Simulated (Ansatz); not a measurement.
Recipe of this trial structure of Ge: random cell by space group and Wyckoff sites (Cmmm, No. 65). The dimensions are guesses.

Space group Cmmm (No. 65). a = 5.405 Å, b = 6.424 Å, c = 2.068 Å, α = 90.00°, β = 90.00°, γ = 90.00°
```
atom  site  symmetry       x       y       z
  Ge    2b       mmm  0.5000  0.0000  0.0000
```

Method: Ansatz, DFT PBE, scalar-relativistic, plane waves, PAW. Cutoff 420 eV, Gaussian smearing, Γ-centred meshes. Cell and atoms relax first on a coarse mesh and then on a finer one. In between, the cell is made exact in the group found at 0.06 Å. In metals the finer mesh still leaves noise of several meV/atom or more. The steps can't lower the symmetry of their start. No spin polarisation.

A guess keeps its type if space group and coordination stay and the shape of the cell changes little (axis ratios within about 15 %, angles within 6°); the volume may change.

Q: Does it keep its structure type, or change into something else?

A: It doesn't keep its type. The symmetry goes from Cmmm (No. 65) to Pm-3m (No. 221). The end has the simple cubic type. The volume per atom shrinks by 44.5 %, from 35.9 to 19.9 Å³. The shortest distance goes from 2.07 Å (Ge–Ge) to 2.71 Å (Ge–Ge). Counting neighbours within 15 % of an atom's shortest distance, the start has Ge 2 and the end Ge 6. In detail, at the end Ge has 6 Ge at 2.71 Å.

```cif
data_structure
_symmetry_space_group_name_H-M 'P 1'
_symmetry_Int_Tables_number 1
_cell_length_a 2.7110
_cell_length_b 2.7110
_cell_length_c 2.7110
_cell_angle_alpha 90.000
_cell_angle_beta 90.000
_cell_angle_gamma 90.000
_cell_volume 19.93
loop_
_atom_site_label
_atom_site_type_symbol
_atom_site_fract_x
_atom_site_fract_y
_atom_site_fract_z
_atom_site_occupancy
Ge1 Ge 0.50000 0.50000 0.50000 1
```

The last run used a 20×20×20 mesh for its 1-atom cell and Gaussian smearing of 0.10 eV. Symmetry constrained the relaxation, so the result can be a saddle point.
